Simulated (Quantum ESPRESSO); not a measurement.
Sn under changes of volume

One of the cells (27.205 Å³/atom); the others are scaled copies at fixed shape and fractional positions:

```
Sn
1.0
    -1.89465    1.89465    1.89465
     1.89465   -1.89465    1.89465
     1.89465    1.89465   -1.89465
Sn
1
Direct
  0.00000 0.00000 0.00000
```

This isn't the form of Sn at room conditions, which is tetragonal (white tin).

| Item | Value |
| --- | --- |
| Program | Quantum ESPRESSO 7.5 |
| Functional | PBE |
| Potentials or basis | SSSP 1.3 efficiency PBE |
| Cutoff | 816 eV |
| Density cutoff | 6531 eV |
| k mesh | 10 × 10 × 10 |
| Occupations | fermi-dirac, width 0.05 eV |
| Spin | no spin polarisation |

| volume (Å³/atom) | energy over the lowest point (meV/atom) | pressure (GPa) |
| --- | --- | --- |
| 25.573 | ? | ? |
| 26.117 | 12.12 | 2.8 |
| 26.661 | 4.65 | 1.7 |
| 27.205 | 0.74 | 0.7 |
| 27.749 | 0.00 | -0.2 |
| 28.293 | 2.12 | -1.0 |
| 28.837 | 6.82 | -1.7 |

**Question.** What does the run at 25.573 Å³/atom give?

**Answer.** Energy over the lowest point 23.63 meV/atom; pressure 4.1 GPa.

Worked out: A Birch-Murnaghan fit of order 3 (a polynomial in V^(-2/3)) to the other rows has its minimum at 27.61 Å³/atom with B0 = V·E''(V) = 44 GPa and B' = 4.4. It gives 23.53 meV/atom at 25.573 Å³/atom, against the run's 23.63, and -dE/dV = 4.0 GPa, against 4.1.

Energies are extrapolated to zero smearing.
